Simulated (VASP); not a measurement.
# LiS3 (P4mm) in VASP: settings compared

Aim: see how the results for LiS3 move with the level of theory and the settings. Levels: PBE, RPBE. Tasks: relaxation of cell and atoms.

Program: VASP 6.6.1. These are calculated values, not measurements. Logs are shortened: lines on timing, memory, paths and dates and some standing lists are left out, and cuts for length are marked.

### Step 1. The crystal as given

The structure is tetragonal, space group P4mm (No. 99). Conventional cell: a = 4.452 Å, b = 4.452 Å, c = 4.860 Å, α = 90.00°, β = 90.00°, γ = 90.00°. Li (site symmetry 4mm) has 2 S at 2.41 to 2.45 Å as nearest neighbours. S (site symmetry 2mm) has 2 S at 2.32 Å as nearest neighbours. S (site symmetry 4mm) has 4 S at 2.32 Å and 2 Li at 2.41 to 2.45 Å as nearest neighbours.

The cell was built by a generator and needn't be a form met in nature.

### Step 2. Relaxation of cell and atoms, PBE

INCAR

```
SYSTEM = LiS3
PREC = Accurate
ENCUT = 600
EDIFF = 1E-6
ISMEAR = 0
SIGMA = 0.05
LREAL = .False.
LASPH = .True.
NELM = 60
ALGO = Fast
ISIF = 3
LWAVE = .False.
LCHARG = .False.
GGA = PE
IBRION = 2
NSW = 60
EDIFFG = -0.01
```

KPOINTS

```
regular mesh
0
Gamma
  6 6 6
  0 0 0
```

POSCAR

```
LiS3
1.0
    4.4516000000      0.0000000000      0.0000000000
    0.0000000000      4.4516000000      0.0000000000
    0.0000000000      0.0000000000      4.8603300000
Li S
1 3
Direct
    0.0000000000      0.0000000000      0.8147500000
    0.0000000000      0.5000000000      0.1740600000
    0.5000000000      0.0000000000      0.1740600000
    0.0000000000      0.0000000000      0.3104500000
```

Potentials or basis: VASP PAW PBE potentials, release 64 (Li_sv, S).

Launch:

```sh
> cat potpaw_PBE.64/Li_sv/POTCAR potpaw_PBE.64/S/POTCAR > POTCAR
> mpirun -np 1 vasp_std > vasp.out
```

OUTCAR:

```text
SYSTEM = LiS3
   PREC = Accurate
   ENCUT = 600
   EDIFF = 1E-6
   ISMEAR = 0
   LREAL = .False.
   LASPH = .True.
   NELM = 60
   ISIF = 3
   GGA = PE
   IBRION = 2
   NSW = 60
   EDIFFG = -0.01

 ion  position               nearest neighbor table
   1  0.000  0.000  0.815-   4 2.41   4 2.45
   2  0.000  0.500  0.174-   4 2.32   4 2.32
   3  0.500  0.000  0.174-   4 2.32   4 2.32
   4  0.000  0.000  0.310-   2 2.32   3 2.32   2 2.32   3 2.32   1 2.41   1 2.45

  LATTYP: Found a simple tetragonal cell.
 ALAT       =     4.4516000000
 C/A-ratio  =     1.0918164256

  Lattice vectors:

 A1 = (   4.4516000000,   0.0000000000,   0.0000000000)
 A2 = (   0.0000000000,   4.4516000000,   0.0000000000)
 A3 = (   0.0000000000,   0.0000000000,   4.8603300000)

Analysis of symmetry for initial positions (statically):
=====================================================================
 Subroutine PRICEL returns:
 Original cell was already a primitive cell.

 Routine SETGRP: Setting up the symmetry group for a
 simple tetragonal supercell.

 Subroutine GETGRP returns: Found  8 space group operations
 (whereof  8 operations were pure point group operations)
 out of a pool of 16 trial point group operations.

The static configuration has the point symmetry C_4v.

Analysis of symmetry for dynamics (positions and initial velocities):
=====================================================================
 Subroutine PRICEL returns:
 Original cell was already a primitive cell.

 Routine SETGRP: Setting up the symmetry group for a
 simple tetragonal supercell.

 Subroutine GETGRP returns: Found  8 space group operations
 (whereof  8 operations were pure point group operations)
 out of a pool of 16 trial point group operations.

The dynamic configuration has the point symmetry C_4v.

 Subroutine INISYM returns: Found  8 space group operations
 (whereof  8 operations are pure point group operations),
 and found     1 'primitive' translations

----------------------------------------------------------------------------------------

                                     Primitive cell

  volume of cell :      96.3159

  direct lattice vectors                    reciprocal lattice vectors
     4.451600000  0.000000000  0.000000000     0.224638332  0.000000000  0.000000000
     0.000000000  4.451600000  0.000000000     0.000000000  0.224638332  0.000000000
     0.000000000  0.000000000  4.860330000     0.000000000  0.000000000  0.205747346

  length of vectors
     4.451600000  4.451600000  4.860330000     0.224638332  0.224638332  0.205747346

  position of ions in fractional coordinates (direct lattice)
     0.000000000  0.000000000  0.814750000
     0.000000000  0.500000000  0.174060000
     0.500000000  0.000000000  0.174060000
     0.000000000  0.000000000  0.310450000

  ion indices of the primitive-cell ions
   primitive index   ion index
                 1           1
                 2           2
                 3           3
                 4           4

----------------------------------------------------------------------------------------

 KPOINTS: regular mesh

Automatic generation of k-mesh.
 Grid dimensions read from file:
 generate k-points for:    6    6    6

 Generating k-lattice:

  Cartesian coordinates                     Fractional coordinates (reciprocal lattice)
     0.037439722  0.000000000  0.000000000     0.166666667  0.000000000  0.000000000
     0.000000000  0.037439722  0.000000000     0.000000000  0.166666667  0.000000000
     0.000000000  0.000000000  0.034291224     0.000000000  0.000000000  0.166666667

  Length of vectors
     0.037439722  0.037439722  0.034291224

  Shift w.r.t. Gamma in fractional coordinates (k-lattice)
     0.000000000  0.000000000  0.000000000

 Subroutine IBZKPT returns following result:
 ===========================================

 Found     40 irreducible k-points:

 Following reciprocal coordinates:
            Coordinates               Weight
  0.000000  0.000000  0.000000      1.000000
  0.166667  0.000000  0.000000      4.000000
  0.333333  0.000000  0.000000      4.000000
  0.500000  0.000000  0.000000      2.000000
  0.166667  0.166667  0.000000      4.000000
  0.333333  0.166667  0.000000      8.000000
[... 16 lines left out ...]
  0.333333  0.000000  0.333333      8.000000
  0.500000  0.000000  0.333333      4.000000
 [... further k-points ...]
   k-points           NKPTS =     40   k-points in BZ     NKDIM =     40   number of bands    NBANDS=     14
   number of dos      NEDOS =    301   number of ions     NIONS =      4
   total plane-waves  NPLWV =  51840
   dimension x,y,z NGX =    36 NGY =   36 NGZ =   40
   dimension x,y,z NGXF=    72 NGYF=   72 NGZF=   80
   ions per type =               1   3
   NGX,Y,Z   is equivalent  to a cutoff of  13.44, 13.44, 13.68 a.u.
   NGXF,Y,Z  is equivalent  to a cutoff of  26.89, 26.89, 27.36 a.u.
 SYSTEM =  LiS3
   PREC   = accura    normal or accurate (medium, high low for compatibility)
   ISTART =      0    job   : 0-new  1-cont  2-samecut
   ICHARG =      2    charge: 1-file 2-atom 10-const
   ISPIN  =      1    spin polarized calculation?
   LNONCOLLINEAR =      F non collinear calculations
   LSORBIT =      F    spin-orbit coupling
   LASPH  =      T    aspherical Exc in radial PAW
   ENCUT  =  600.0 eV  44.10 Ry    6.64 a.u.   8.89  8.89  9.71*2*pi/ulx,y,z
   NELM   =     60;   NELMIN=  2; NELMDL= -5     # of ELM steps
   EDIFF  = 0.1E-05   stopping-criterion for ELM
   LREAL  =      F    real-space projection
   EDIFFG = -.1E-01   stopping-criterion for IOM
   NSW    =     60    number of steps for IOM
   IBRION =      2    ionic relax: 0-MD 1-quasi-New 2-CG
   NFREE  =      1    steps in history (QN), initial steepest desc. (CG)
   ISIF   =      3    stress and relaxation
   ISYM   =      2    0-nonsym 1-usesym 2-fastsym
   POTIM  = 0.5000    time-step for ionic-motion
   TEBEG  =    0.0;   TEEND  =   0.0 temperature during run
   PSTRESS=    0.0 pullay stress
   NELECT =      21.0000    total number of electrons
   NUPDOWN=      -1.0000    fix difference up-down
   EMIN   =  10.00;   EMAX   =-10.00  energy-range for DOS
   EFERMI =   0.00;   METHOD = LEGACY
   ISMEAR =     0;   SIGMA  =   0.05  broadening in eV -4-tet -1-fermi 0-gaus
   EFERMI_NEDOS =   21; number of points for ismear=-14 and -15
   IALGO  =     68    algorithm
   IMIX   =      4    mixing-type and parameters
     AMIX     =   0.40;   BMIX     =  1.00
     AMIX_MAG =   1.60;   BMIX_MAG =  1.00
  volume/ion in A,a.u.               =      24.08       162.49
  Fermi-wavevector in a.u.,A,eV,Ry     =   0.985330  1.862005 13.209572  0.970876
  Thomas-Fermi vector in A             =   2.116630
   LORBIT       =      0    0 simple, 1 ext, 2 COOP (PROOUT), +10 PAW based schemes
   GGA     = PE    functional components
   LHFCALC =     F    Hartree Fock is set to
   AEXX    =    0.0000 exact exchange contribution
   IVDW    =     0    specifies the selected vdW correction
   LEPSILON=     F    determine dielectric tensor
   LRPA    =     F    only Hartree local field effects (RPA)
 conjugate gradient relaxation of ions
 non-spin polarized calculation
 RMM-DIIS sequential band-by-band and
 Gauss-broadening in eV      SIGMA  =   0.05
  energy-cutoff  :      600.00
  volume of cell :       96.32
 maximum number of plane-waves:      3244
 NGX is ok and might be reduce to    36
   NGX = 17   NGY = 17   NGZ = 19

--------------------------------------- Ionic step        1  -------------------------------------------

 number of electron      21.0000005 magnetization

 Free energy of the ion-electron system (eV)
  ---------------------------------------------------
  ext. energy  EPLUGINS =         0.00000000
  ---------------------------------------------------
  free energy    TOTEN  =       -14.01629506 eV

  energy without entropy =      -14.01265483  energy(sigma->0) =      -14.01447494

------------------------ aborting loop because EDIFF is reached ----------------------------------------

  FORCE on cell =-STRESS in cart. coord.  units (eV):
  Direction    XX          YY          ZZ          XY          YZ          ZX
  --------------------------------------------------------------------------------------
  -------------------------------------------------------------------------------------
  Total       -0.3800669     -0.3800669      0.2409156      0.0000000      0.0000000      0.0000000
  in kB       -6.3222641     -6.3222641      4.0075359      0.0000000      0.0000000      0.0000000
  external PRESSURE =      -2.8789974 kB  Pullay stress =       0.0000000 kB
[... 251 lines left out ...]
  energy  without entropy=      -14.0187520863  energy(sigma->0) =      -14.02048620

--------------------------------------- Ionic step        8  -------------------------------------------

 number of electron      21.0000003 magnetization

 Free energy of the ion-electron system (eV)
  ---------------------------------------------------
  ext. energy  EPLUGINS =         0.00000000
  ---------------------------------------------------
  free energy    TOTEN  =       -14.02225058 eV

  energy without entropy =      -14.01877088  energy(sigma->0) =      -14.02051073

 E-fermi :   2.4652     XC(G=0):  -7.7698

 val. band max:        2.2407243641   @ k =   0.3333   0.1667   0.5000
 cond. band min:       2.4653754764   @ k =   0.5000   0.3333   0.1667
 fundamental gap:      0.2246511123
 Fermi energy:         2.4651753399

 k-point     1 :       0.0000    0.0000    0.0000
  band No.  band energies     occupation
      1     -44.6700      2.00000
      2     -14.0328      2.00000
      3      -9.0797      2.00000
      4      -7.4753      2.00000
      5      -4.9553      2.00000
      6      -4.9553      2.00000
      7      -2.2534      2.00000
      8       0.4994      2.00000
      9       1.1070      2.00000
     10       1.7309      2.00000
     11       1.7309      2.00000
     12       5.0949      0.00000
     13       5.0949      0.00000
     14       5.8551      0.00000
[... 375 lines left out ...]
 k-point    24 :       0.5000    0.0000    0.3333
  band No.  band energies     occupation
      1     -44.6699      2.00000
      2     -13.3967      2.00000
      3     -10.7009      2.00000
      4      -8.0724      2.00000
      5      -4.6778      2.00000
      6      -2.8664      2.00000
      7      -1.5040      2.00000
      8       0.5264      2.00000
      9       0.5793      2.00000
     10       0.9324      2.00000
     11       2.5966      0.00020
     12       3.0513      0.00000
     13       4.6416      0.00000
     14       7.1262      0.00000

 [... further k-points ...]
[... 5 lines left out ...]
  --------------------------------------------------------------------------------------
  -------------------------------------------------------------------------------------
  Total       -0.0048907     -0.0048907     -0.0070499      0.0000000     -0.0000000      0.0000000
  in kB       -0.0819014     -0.0819014     -0.1180602      0.0000000     -0.0000000      0.0000000
  external PRESSURE =      -0.0939543 kB  Pullay stress =       0.0000000 kB
[... 19 lines left out ...]
  FREE ENERGIE OF THE ION-ELECTRON SYSTEM (eV)
  ---------------------------------------------------
  free  energy   TOTEN  =       -14.0222505821 eV

  energy  without entropy=      -14.0187708753  energy(sigma->0) =      -14.02051073

 reached required accuracy - stopping structural energy minimisation
```

Wall time 1.9 min (1 thread of Intel Xeon 6975P-C (Granite Rapids), shared host); peak memory 0.25 GiB.

Results:

* Free energy: -14.0223 eV
* Relaxed volume: 23.92 Å³/atom
* Relaxed cell: a = 4.426 Å, b = 4.426 Å, c = 4.883 Å, α = 90.00°, β = 90.00°, γ = 90.00°
* Space group after relaxing (to 0.05 Å): P4mm (No. 99)
* Energy gained by relaxing: 1.5 meV/atom
* Ionic steps: 8
* Pressure after relaxing: 0.0 GPa
* Largest force after relaxing: 0.005 eV/Å
* Band gap on the k mesh: none (metal or under the smearing width)

Forces on the atoms (eV/Å):
```
Li   0.000  0.000  0.000
S    0.000  0.000 -0.002
S    0.000  0.000 -0.002
S    0.000  0.000  0.005
```

Step by step:
```
step  energy change (eV)  largest force (eV/Å)  pressure (GPa)  volume (Å³)
   1              0.0000                0.2808           -0.29        96.32
   2             -0.0055                0.0345           -0.07        95.71
   3             -0.0057                0.0449           -0.02        95.61
   4             -0.0057                0.0468           -0.02        95.59
   5             -0.0058                0.0341            0.03        95.53
   6             -0.0058                0.0214            0.08        95.46
   7             -0.0059                0.0114            0.04        95.56
   8             -0.0060                0.0046           -0.01        95.67
```

Final structure:
```yaml
crystal:
  lattice:
    - [4.42621, 0.00000, 0.00000]
    - [0.00000, 4.42621, 0.00000]
    - [0.00000, 0.00000, 4.88343]
  atoms:
    - { symbol: Li, position: [0.00000, 0.00000, 0.81636] }
    - { symbol: S, position: [0.00000, 0.50000, 0.17188] }
    - { symbol: S, position: [0.50000, 0.00000, 0.17188] }
    - { symbol: S, position: [0.00000, 0.00000, 0.31319] }
```

Levels at points of the mesh, in eV from the Fermi level:
| k point | band 8 | band 9 | band 10 | band 11 | band 12 | band 13 |
| --- | --- | --- | --- | --- | --- | --- |
| (0.00, 0.00, 0.00) | -1.97 | -1.36 | -0.73 | -0.73 | 2.63 | 2.63 |
| (0.50, 0.00, 0.00) | -1.97 | -1.91 | -1.61 | 0.04 | 0.59 | 2.73 |
| (0.50, 0.50, 0.00) | -3.54 | -1.45 | 0.25 | 0.25 | 1.02 | 1.29 |
| (0.00, 0.00, 0.50) | -1.62 | -1.52 | -0.73 | -0.73 | 1.88 | 1.88 |
| (0.50, 0.00, 0.50) | -1.93 | -1.88 | -1.51 | 0.17 | 0.59 | 2.02 |
| (0.50, 0.50, 0.50) | -3.92 | -1.43 | 0.27 | 0.27 | 1.03 | 1.62 |

Caveat: the cutoff is under 1.25 times the usual one of these potentials, so pressure, stress and relaxed cells hold a basis-set (Pulay) error.

(Part 1 of 2 ends here.)
